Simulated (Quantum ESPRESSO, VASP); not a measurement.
Given: the input of a run of Quantum ESPRESSO 7.5 on ZnCu. 

File pw.in:

```
&CONTROL
  calculation = 'scf'
  prefix = 'pwscf'
  outdir = './tmp'
  pseudo_dir = './pseudo'
  tprnfor = .true.
  tstress = .true.
  disk_io = 'low'
/
&SYSTEM
  ibrav = 0
  nat = 2
  ntyp = 2
  ecutwfc = 55
  ecutrho = 440
  nbnd = 23
  occupations = 'smearing'
  smearing = 'fd'
  degauss = 0.00367493
/
&ELECTRONS
  conv_thr = 4d-10
  electron_maxstep = 120
  mixing_beta = 0.5
/
ATOMIC_SPECIES
Zn    65.3800 Zn_pbe_v1.uspp.F.UPF
Cu    63.5460 Cu.paw.z_11.ld1.psl.v1.0.0-low.upf
CELL_PARAMETERS angstrom
   2.9450000000    0.0000000000    0.0000000000
   0.0000000000    2.9450000000    0.0000000000
   0.0000000000    0.0000000000    2.9450000000
ATOMIC_POSITIONS crystal
Zn     0.5000000000    0.5000000000    0.5000000000
Cu     0.0000000000    0.0000000000    0.0000000000
K_POINTS automatic
9 9 9 0 0 0
```

pp_density.in

```
&INPUTPP
  prefix = 'pwscf'
  outdir = './tmp'
  filplot = 'density.dat'
  plot_num = 0
/
&PLOT
  nfile = 1
  filepp(1) = 'density.dat'
  iflag = 3
  output_format = 6
  fileout = 'density.cube'
/
```

Contents of pp_potential.in:

```
&INPUTPP
  prefix = 'pwscf'
  outdir = './tmp'
  filplot = 'potential.dat'
  plot_num = 11
/
&PLOT
  nfile = 1
  filepp(1) = 'potential.dat'
  iflag = 3
  output_format = 6
  fileout = 'potential.cube'
/
```

Potentials or basis: SSSP 1.3 efficiency PBE.

Launch:

```bash
$ OMP_NUM_THREADS=1 pw.x -in pw.in > pw.out
$ OMP_NUM_THREADS=1 pp.x -in pp_density.in > pp_density.out
$ OMP_NUM_THREADS=1 pp.x -in pp_potential.in > pp_potential.out
```

Question: Set up the same calculation for VASP 6.6.1. Potentials or basis there: PBE PAW files Cu, Zn, 520 eV.

Answer: As run (cutoffs and basis follow the program's own potentials, and thresholds, step limits or extra output files can differ):

File INCAR:

```
PREC = Accurate
ENCUT = 520
EDIFF = 1E-7
ISMEAR = -1
SIGMA = 0.05
LREAL = False
LASPH = True
NELM = 80
ALGO = Normal
ISIF = 2
LWAVE = False
LCHARG = False
GGA = PE
NBANDS = 18
```

Contents of KPOINTS:

```
Automatic mesh
0
Gamma
  9 9 9
```

The input POSCAR:

```
ZnCu
1.0
    2.9450000000      0.0000000000      0.0000000000
    0.0000000000      2.9450000000      0.0000000000
    0.0000000000      0.0000000000      2.9450000000
Zn Cu
1 1
Direct
    0.5000000000      0.5000000000      0.5000000000
    0.0000000000      0.0000000000      0.0000000000
```

Potentials or basis: VASP PAW PBE potentials, release 64 (Zn, Cu).

Command:

```sh
$ cat potpaw_PBE.64/Zn/POTCAR potpaw_PBE.64/Cu/POTCAR > POTCAR
$ mpirun -np 1 vasp_std > vasp.out
```

Both were run:

|  | Quantum ESPRESSO | VASP |
| --- | --- | --- |
| Pressure | 2.3 GPa | 3.1 GPa |

The potentials hold 31 and 23 valence electrons a cell.

Pressure is positive in compression.
